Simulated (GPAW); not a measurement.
# Cr (Im-3m) in GPAW: further runs

One crystal, Cr, is run at these levels: PBE; tasks: single point.

Everything below comes from runs of GPAW 26.7.0. Logs are shortened: lines on timing, memory, paths and dates and some standing lists are left out, and cuts for length are marked. The log counts tension as positive stress, the text compression.

### Step 1. Starting point

Symmetry: Im-3m, No. 229, cubic system. Conventional cell: a = 2.969 Å, b = 2.969 Å, c = 2.969 Å, α = 90.00°, β = 90.00°, γ = 90.00°. Cr (site symmetry m-3m) is surrounded by 8 Cr at 2.57 Å.

### Step 2. Single point, PBE, collinear spin, ferromagnetic start

run.py

```python
from ase.dft.bandgap import bandgap
from ase.io import read, write
from ase.units import Bohr, GPa
from gpaw import GPAW, PW
from gpaw.elf import elf_from_dft_calculation

atoms = read('Cr.xyz')
atoms.set_initial_magnetic_moments([3.0])

calc = GPAW(mode=PW(600),
            xc='PBE',
            kpts={'size': (12, 12, 12), 'gamma': True},
            occupations={'name': 'methfessel-paxton', 'order': 0, 'width': 0.018000000000000002},
            nbands=11,
            convergence={'density': 1e-05, 'energy': 1e-05},
            maxiter=150,
            txt='gpaw.txt')
atoms.calc = calc
energy = atoms.get_potential_energy()
forces = atoms.get_forces()
stress = atoms.get_stress()
calc.write('gs.gpw')
write('result.traj', atoms)
print(f'Energy: {energy:.6f} eV')
print('Forces (eV/A):')
print(forces.round(4))
print('Stress (GPa):', (stress / GPa).round(3))
print('Moments:', calc.get_magnetic_moments().round(3))
print('Fermi level:', round(calc.get_fermi_level(), 4), 'eV')
print(f'Gap: {bandgap(calc)[0]:.4f} eV, direct: {bandgap(calc, direct=True)[0]:.4f} eV')

# fields on the real-space grid
write('density.cube', atoms, data=calc.get_pseudo_density() * Bohr**3)
write('potential.cube', atoms, data=calc.get_electrostatic_potential())
write('spin.cube', atoms, data=(calc.get_pseudo_density(spin=0) - calc.get_pseudo_density(spin=1)) * Bohr**3)
write('elf.cube', atoms, data=elf_from_dft_calculation(calc).data)
```

Cr.xyz

```xyz
1
Lattice="-1.4844496776 1.4844496776 1.4844496776 1.4844496776 -1.4844496776 1.4844496776 1.4844496776 1.4844496776 -1.4844496776" Properties=species:S:1:pos:R:3 pbc="T T T"
Cr     0.0000000000      0.0000000000      0.0000000000
```

Potentials or basis: GPAW PAW data sets (gpaw-data 1.2.1), pw.

Started as:

```
$ OMP_NUM_THREADS=1 python run.py
```

gpaw.txt:

```text
__  _  _
 | _ |_)|_||  |
 |__||  | ||/\| - 26.7.0

Input parameters:
  mode=PW(ecut=600.0),
  convergence={'density': 1e-05, 'energy': 1e-05},
  kpts=MonkhorstPack(size=(12, 12, 12), gamma=True),
  maxiter=150,
  nbands=11,
  occupations=Occupations(name='methfessel-paxton', order=0, width=0.018000000000000002),
  xc=XC(name='PBE')

Diagonalizing LCAO Hamiltonian
Converting LCAO to pw mode

       Cr

Atoms  # Å, Bohr magnetons
|   | symbol |        x |        y |        z |    initial magnetic moments |
|---|--------|----------|----------|----------|-----------------------------|
| 0 |     Cr | 0.000000 | 0.000000 | 0.000000 | ( 0.0000,  0.0000,  3.0000) |

Unit cell  # Å
| periodic |         x |         y |         z |  lengths |     angles |
|----------|-----------|-----------|-----------|----------|------------|
|      yes | -1.484450 |  1.484450 |  1.484450 | 2.571142 | 109.471221 |
|      yes |  1.484450 | -1.484450 |  1.484450 | 2.571142 | 109.471221 |
|      yes |  1.484450 |  1.484450 | -1.484450 | 2.571142 | 109.471221 |

Number of symmetries: 48
Symmetry operations  # r_c * U_cc + t_c -> r_c
|    | kind |            matrix            |
|----|------|------------------------------|
|  0 |  σ   |  1, 1, 1,  0, 0,-1,  0,-1, 0 |
|  1 |  C4  |  1, 1, 1,  0, 0,-1, -1, 0, 0 |
|  2 |  C2  |  1, 1, 1,  0,-1, 0,  0, 0,-1 |
|  3 |  S6  |  1, 1, 1,  0,-1, 0, -1, 0, 0 |
|  4 |  S6  |  1, 1, 1, -1, 0, 0,  0, 0,-1 |
|  5 |  C4  |  1, 1, 1, -1, 0, 0,  0,-1, 0 |
|  6 |  E   |  1, 0, 0,  0, 1, 0,  0, 0, 1 |
|  7 |  σ   |  1, 0, 0,  0, 1, 0, -1,-1,-1 |
|  8 |  σ   |  1, 0, 0,  0, 0, 1,  0, 1, 0 |
|  9 |  C3  |  1, 0, 0,  0, 0, 1, -1,-1,-1 |
| 10 |  C3  |  1, 0, 0, -1,-1,-1,  0, 1, 0 |
| 11 |  σ   |  1, 0, 0, -1,-1,-1,  0, 0, 1 |
| 12 |  σ   |  0, 1, 0,  1, 0, 0,  0, 0, 1 |
| 13 |  C2  |  0, 1, 0,  1, 0, 0, -1,-1,-1 |
| 14 |  C3  |  0, 1, 0,  0, 0, 1,  1, 0, 0 |
| 15 |  S4  |  0, 1, 0,  0, 0, 1, -1,-1,-1 |
| 16 |  S4  |  0, 1, 0, -1,-1,-1,  1, 0, 0 |
| 17 |  C3  |  0, 1, 0, -1,-1,-1,  0, 0, 1 |
| 18 |  C3  |  0, 0, 1,  1, 0, 0,  0, 1, 0 |
| 19 |  S4  |  0, 0, 1,  1, 0, 0, -1,-1,-1 |
| 20 |  σ   |  0, 0, 1,  0, 1, 0,  1, 0, 0 |
| 21 |  C3  |  0, 0, 1,  0, 1, 0, -1,-1,-1 |
| 22 |  C2  |  0, 0, 1, -1,-1,-1,  1, 0, 0 |
| 23 |  S4  |  0, 0, 1, -1,-1,-1,  0, 1, 0 |
| 24 |  C4  |  0, 0,-1,  1, 1, 1,  0,-1, 0 |
| 25 |  σ   |  0, 0,-1,  1, 1, 1, -1, 0, 0 |
| 26 |  S6  |  0, 0,-1,  0,-1, 0,  1, 1, 1 |
| 27 |  C2  |  0, 0,-1,  0,-1, 0, -1, 0, 0 |
| 28 |  C4  |  0, 0,-1, -1, 0, 0,  1, 1, 1 |
| 29 |  S6  |  0, 0,-1, -1, 0, 0,  0,-1, 0 |
| 30 |  S6  |  0,-1, 0,  1, 1, 1,  0, 0,-1 |
| 31 |  C4  |  0,-1, 0,  1, 1, 1, -1, 0, 0 |
| 32 |  C4  |  0,-1, 0,  0, 0,-1,  1, 1, 1 |
| 33 |  S6  |  0,-1, 0,  0, 0,-1, -1, 0, 0 |
| 34 |  σ   |  0,-1, 0, -1, 0, 0,  1, 1, 1 |
| 35 |  C2  |  0,-1, 0, -1, 0, 0,  0, 0,-1 |
| 36 |  C2  | -1, 0, 0,  1, 1, 1,  0, 0,-1 |
| 37 |  S6  | -1, 0, 0,  1, 1, 1,  0,-1, 0 |
| 38 |  S6  | -1, 0, 0,  0, 0,-1,  1, 1, 1 |
| 39 |  C2  | -1, 0, 0,  0, 0,-1,  0,-1, 0 |
| 40 |  C2  | -1, 0, 0,  0,-1, 0,  1, 1, 1 |
| 41 |  i   | -1, 0, 0,  0,-1, 0,  0, 0,-1 |
| 42 |  S4  | -1,-1,-1,  1, 0, 0,  0, 1, 0 |
| 43 |  C3  | -1,-1,-1,  1, 0, 0,  0, 0, 1 |
| 44 |  C3  | -1,-1,-1,  0, 1, 0,  1, 0, 0 |
| 45 |  σ   | -1,-1,-1,  0, 1, 0,  0, 0, 1 |
| 46 |  S4  | -1,-1,-1,  0, 0, 1,  1, 0, 0 |
| 47 |  C2  | -1,-1,-1,  0, 0, 1,  0, 1, 0 |

BZ-sampling:
  Number of BZ points: 1728
  Number of IBZ points: 72

  Monkhorst-Pack size: [12, 12, 12]
  Monkhorst-Pack shift: [0.041666666666666664, 0.041666666666666664, 0.041666666666666664]

K-points  # in reciprocal-cell coordinates
|     |                                coordinates |     weight |
|-----|--------------------------------------------|------------|
|   0 | ( -0.00000000,  -0.00000000,  -0.00000000) | 0.00057870 |
|   1 | (  0.08333333,  -0.00000000,  -0.00000000) | 0.00694444 |
|   2 | (  0.08333333,   0.08333333,  -0.08333333) | 0.00347222 |
|   3 | (  0.16666667,  -0.00000000,  -0.08333333) | 0.01388889 |
|   4 | (  0.16666667,  -0.00000000,  -0.00000000) | 0.00694444 |
|   5 | (  0.16666667,   0.08333333,  -0.08333333) | 0.01388889 |
|   6 | (  0.16666667,   0.16666667,  -0.16666667) | 0.00347222 |
|   7 | (  0.25000000,  -0.08333333,  -0.08333333) | 0.00462963 |
|   8 | (  0.25000000,  -0.00000000,  -0.08333333) | 0.02777778 |
|   9 | (  0.25000000,  -0.00000000,  -0.00000000) | 0.00694444 |
| ... |                                            |            |
|  71 | (  0.50000000,   0.50000000,   0.50000000) | 0.00057870 |

Plane wave coefficients: 466
Cutoff: 600.0 eV

Spin-components: 2 (collinear spins)
Bands:           11
Projectors:      6
Spin-degeneracy: 1
Datatype:        complex128

Parallelization:
  kpt:    1
  domain: 1
  band:   1

Density:
  Valence electrons: 6.0
  Components: 2
  Grid points: [15 15 15]
  Charge: 0.0  # |e|

Potential:
  Grid points: [15 15 15]

species:
  Cr:
    name:    Chromium
    Z:       24.0
    valence: 6
    core:    18
    charge:  0.0  # [|e|]
    compensation charges:
      type: gauss
      rc: 0.35  # [Å]
      lmax: 2
    cutoffs:
      filter: 2.14  # [Å]
      core: 3.04  # [Å]
    projectors
    | kind |    occ | energy [eV] | rcut [Å] |
    |------|--------|-------------|----------|
    |   4s |  1.000 |      -4.007 |    1.164 |
    |   4p |  0.000 |      -0.989 |    1.217 |
    |   3d |  5.000 |      -2.913 |    1.111 |
    |    s |        |      23.205 |    1.164 |
    |    p |        |      26.223 |    1.217 |
    |    d |        |      24.299 |    1.111 |

    Using partial waves for Cr as LCAO basis

Reference energy: -28582.377450  # eV

eigensolver:
  PPCG
  Converge bands: occupied
  niter=2

density mixing:
  MSR1-Mixer
  Pratt-step length: 0.05
  Maximum mixing coefficient: 0.75
  Old densities: 10
  SVD Regularization: 0.005
  Good broyden scale: 1.0
  Trust region scale: 1.0
  Backstep threshold: 4.0
  History deletion threshold: 6.0
  Fourier metric: weight=20.0, sigma=0.015

occupation numbers:
  Methfessel-Paxton:
    width: 0.0180  # eV
    order: 0

poisson solver:
  ecut: 4800.0  # eV

xc functional:
  name: PBE with 2 nearest neighbor stencil

convergence criteria:
- Maximum integral of absolute [dens]ity change: 1e-05 electrons / valence electron
- Maximum [total energy] change in last 3 cyles: 1e-05 eV / valence electron
- Maximum integral of absolute [eigenst]ate change: 4e-08 eV^2 / valence electron
maximum number of iterations: 150

SCF iterations
|iter     | |      energy | eigst |  dens |  magmom |
|---------|-|-------------|-------|-------|---------|
|iter:   1| |   -8.359096 | -0.22 |       |  +2.9978|
|iter:   2| |   -8.391378 | -1.99 | -0.45 |  +2.9144|
|iter:   3| |   -8.974354 | -1.96 | -0.48 |  +1.5919|
|iter:   4| |   -9.224026 | -1.58 | -0.64 |  -0.0677|
|iter:   5| |   -9.228053 | -2.39 | -1.11 |  -0.2769|
|iter:   6| |   -9.237212 | -2.70 | -1.31 |  +0.3241|
|iter:   7| |   -9.251062 | -2.89 | -1.28 |  +0.0263|
|iter:   8| |   -9.251261 | -4.48 | -2.26 |  -0.0153|
|iter:   9| |   -9.251270 | -5.58 | -2.67 |  +0.0038|
|iter:  10| |   -9.251282c| -5.69 | -2.92 |  -0.0015|
|iter:  11| |   -9.251283c| -7.27 | -3.78 |  -0.0001|
|iter:  12| |   -9.251283c| -7.41c| -3.99 |  +0.0000|
|iter:  13| |   -9.251283c| -8.10c| -5.13c|  +0.0000|

Converged in 13 steps
Energy contributions relative to reference atoms: (reference = -28582.377450)

Energy contributions:
  Kinetic:         -24.940442
  Coulomb:          17.344981
  Zero:              0.190319
  External:          0.000000
  Xc:               -1.846067
  Entropy:          -0.000147
  Spinorbit:         0.000000
  ----------------------------
  Free energy:      -9.251356
  Extrapolated:     -9.251283

dipole moment: (-3.671130, -3.671130, -3.671130)  # |e|*Ang

Total magnetic moment: (0.000000, 0.000000, 0.000012)

Local magnetic moments
|        x |        y |        z |
|----------|----------|----------|
| 0.000000 | 0.000000 | 0.000016 |  # Cr   0

Fermi level: 9.558
Eigenvalues  # (at kpt = [-0.000, -0.000, -0.000])
| band index |      eig [eV] | occ [0-1] |      eig [eV] | occ [0-1] |
|------------|---------------|-----------|---------------|-----------|
|          0 |         2.231 |     1.000 |         2.231 |     1.000 |
|          1 |         8.788 |     1.000 |         8.788 |     1.000 |
|          2 |         8.788 |     1.000 |         8.788 |     1.000 |
|          3 |         8.788 |     1.000 |         8.788 |     1.000 |
|          4 |        10.496 |     0.000 |        10.496 |     0.000 |
|          5 |        10.496 |     0.000 |        10.496 |     0.000 |
|          6 |        19.557 |     0.000 |        19.557 |     0.000 |
|          7 |        19.557 |     0.000 |        19.557 |     0.000 |
|          8 |        19.557 |     0.000 |        19.557 |     0.000 |
|          9 |        27.590 |     0.000 |        27.590 |     0.000 |
|         10 |        31.512 |     0.000 |        31.512 |     0.000 |

No gap
No difference between direct/indirect transitions

Forces  # eV/Ang
|       x |       y |       z |
|---------|---------|---------|
| 0.00000 | 0.00000 | 0.00000 |  # Cr   0

Stress tensor  # eV/Ang^3
|         x |         y |        z |
|-----------|-----------|----------|
|  0.159298 | -0.000000 | 0.000000 |
| -0.000000 |  0.159298 | 0.000000 |
|  0.000000 |  0.000000 | 0.159298 |

# Writing to gs.gpw (mode='')
```

Wall time 30 s (1 thread of Intel Xeon Platinum 8259CL at 2.50GHz (Skylake/Cascade Lake), shared host); peak memory 0.14 GiB.

Results:

* Free energy: -9.2514 eV
* Pressure: -25.5 GPa
* Band gap on the k mesh: none (metal or under the smearing width)
* Net moment: 0.00 μB per cell

Levels at points of the mesh, in eV from the Fermi level:
Spin up:
```csv
k point,band 1,band 2,band 3,band 4,band 5,band 6,band 7
"(0.00, 0.00, 0.00)",-7.33,-0.77,-0.77,-0.77,0.94,0.94,10.00
"(0.50, 0.50, 0.00)",-3.79,-2.04,0.92,0.92,1.20,2.33,8.51
"(0.50, 0.50, 0.50)",-3.56,-3.56,2.00,2.00,2.00,8.91,8.91
```
Spin down:
```tsv
k point	band 1	band 2	band 3	band 4	band 5	band 6
(0.00, 0.00, 0.00)	-7.33	-0.77	-0.77	-0.77	0.94	0.94
(0.50, 0.50, 0.00)	-3.79	-2.04	0.92	0.92	1.20	2.33
(0.50, 0.50, 0.50)	-3.55	-3.55	2.00	2.00	2.00	8.91
```

Caveat: the starting moments collapsed, and a magnetic state may lie lower; so large a pressure means that the cell lies far from this level's equilibrium, or that cutoff or potentials fall short.

### Step 3. Single point, PBE, collinear spin, ferromagnetic start

run.py

```python
from ase.dft.bandgap import bandgap
from ase.io import read, write
from ase.units import GPa
from gpaw import GPAW, PW

atoms = read('POSCAR')
atoms.set_initial_magnetic_moments([3.0])

calc = GPAW(mode=PW(600),
            xc='PBE',
            kpts={'size': (12, 12, 12), 'gamma': True},
            occupations={'name': 'methfessel-paxton', 'order': 0, 'width': 0.019000000000000003},
            nbands=11,
            convergence={'density': 1e-05, 'energy': 1e-05},
            maxiter=150,
            txt='gpaw.txt')
atoms.calc = calc
energy = atoms.get_potential_energy()
forces = atoms.get_forces()
stress = atoms.get_stress()
calc.write('gs.gpw')
write('result.traj', atoms)
print(f'Energy: {energy:.6f} eV')
print('Forces (eV/A):')
print(forces.round(4))
print('Stress (GPa):', (stress / GPa).round(3))
print('Moments:', calc.get_magnetic_moments().round(3))
print('Fermi level:', round(calc.get_fermi_level(), 4), 'eV')
print(f'Gap: {bandgap(calc)[0]:.4f} eV, direct: {bandgap(calc, direct=True)[0]:.4f} eV')
```

POSCAR

```
Cr
1.0
   -1.4844496776      1.4844496776      1.4844496776
    1.4844496776     -1.4844496776      1.4844496776
    1.4844496776      1.4844496776     -1.4844496776
Cr
1
Direct
    0.0000000000      0.0000000000      0.0000000000
```

Potentials or basis: GPAW PAW data sets (gpaw-data 1.2.1), pw.

Started as:

```
$ OMP_NUM_THREADS=1 python run.py
```

Run time: 33 s. Hardware: 1 thread of Intel Xeon Platinum 8259CL at 2.50GHz (Skylake/Cascade Lake), shared host; peak memory 0.14 GiB.

It converged, with:

- Free energy: -9.2514 eV
- Pressure: -25.5 GPa
- Band gap on the k mesh: none (metal or under the smearing width)
- Net moment: 0.00 μB per cell

Levels at points of the mesh, in eV from the Fermi level:
Spin up:
```
           k point  band 1  band 2  band 3  band 4  band 5  band 6  band 7
(0.00, 0.00, 0.00)   -7.33   -0.77   -0.77   -0.77    0.94    0.94   10.00
(0.50, 0.50, 0.00)   -3.79   -2.04    0.92    0.92    1.20    2.33    8.51
(0.50, 0.50, 0.50)   -3.55   -3.55    2.01    2.01    2.01    8.92    8.92
```
Spin down:
```tsv
k point	band 1	band 2	band 3	band 4	band 5	band 6
(0.00, 0.00, 0.00)	-7.33	-0.77	-0.77	-0.77	0.94	0.94
(0.50, 0.50, 0.00)	-3.79	-2.04	0.92	0.92	1.20	2.33
(0.50, 0.50, 0.50)	-3.55	-3.55	2.01	2.01	2.01	8.92
```

Caveat: the starting moments collapsed, and a magnetic state may lie lower; so large a pressure means that the cell lies far from this level's equilibrium, or that cutoff or potentials fall short.
